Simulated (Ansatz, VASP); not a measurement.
**ZrB2: VASP beside Ansatz**

```
Zr B
1.0
     3.20665    0.00000    0.00000
    -1.60332    2.77704    0.00000
     0.00000    0.00000    3.56632
Zr B
1 2
Direct
  0.00000 0.00000 0.00000
  0.33333 0.66667 0.50000
  0.66667 0.33333 0.50000
```

Change from the starting cell: volume scaled by 1.04, crystal datasets.

Alike in both runs: task electric field gradients; functional LDA; k mesh 12 × 12 × 9; occupations fermi-dirac, width 0.05 eV; no spin polarisation.

|  | VASP | Ansatz |
| --- | --- | --- |
| version | VASP 6.6.1 | Ansatz 0.2.0 |
| potentials or method | VASP PAW LDA potentials, release 64 (Zr_sv, B), cutoff 520 eV | all-electron PAW with datasets made for the crystal, scalar-relativistic |

|  | VASP | Ansatz | Ansatz less VASP |
| --- | --- | --- | --- |
| pressure (GPa) | -15.3 | -15.7 | -0.40 |
| largest component of the traceless stress (GPa) | 1.32 | 1.33 | +0.009 |
| Vzz of the field gradient on the site that differs most (V/Å²) | 44.3 | 47.2 | +2.97 |

Ansatz ran all-electron here, so the differences hold the error of VASP's frozen core and of both bases. Ansatz warned: «gradients_without_spin_orbit».

Caveats: so large a pressure means that the cell lies far from this level's equilibrium, or that cutoff or potentials fall short (VASP).
